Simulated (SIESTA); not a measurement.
The system is MnO2.

```
Mn O
1.0
     2.85658    0.00000    0.00000
    -1.42829    2.47387    0.00000
     0.00000    0.00000    4.60137
Mn O
1 2
Direct
  0.00000 0.00000 0.50000
  0.33333 0.66667 0.70629
  0.66667 0.33333 0.29371
```

Measurements of this composition are mostly on another form, of space group No. 136.

Base run:

- Program: SIESTA 5.4.2
- Functional: LDA
- Potentials or basis: PseudoDojo 0.4 standard (LDA files)
- Basis: DZP (energy shift 0.003 Ry; two zetas on semicore shells)
- Grid cutoff: 800 Ry
- Energy shift: 0.003 Ry
- k mesh: 11 × 11 × 6
- Occupations: fermi-dirac, width 0.05 eV
- Spin: collinear spin, ferromagnetic start
- Starting moments: [4.0, 0.0, 0.0] μB

Its results: band gap on the k mesh 0.38 eV, indirect (least direct gap 0.42 eV); pressure -5.9 GPa; net moment 3.00 μB per cell; site moments Mn +2.88; O +0.06 μB; largest force 0.114 eV/Å.

Q: The run is repeated on the same cell with these changes: functional from LDA to PBEsol; potentials or basis from PseudoDojo 0.4 standard (LDA files) to PseudoDojo 0.4 standard (PBEsol files). What comes out?

A: Band gap on the k mesh 0.69 eV, indirect (least direct gap 0.75 eV); pressure 0.5 GPa; net moment 3.00 μB per cell; site moments Mn +2.92; O +0.04 μB; largest force 0.253 eV/Å.

Caveats: short orbitals over semicore shells can move pressures by several GPa; the basis of atomic orbitals isn't converged, which shifts pressures, moduli and gaps; a cell with one magnetic atom can't hold antiferromagnetic order, which such compounds often take.

Not every run made on this cell is shown here.
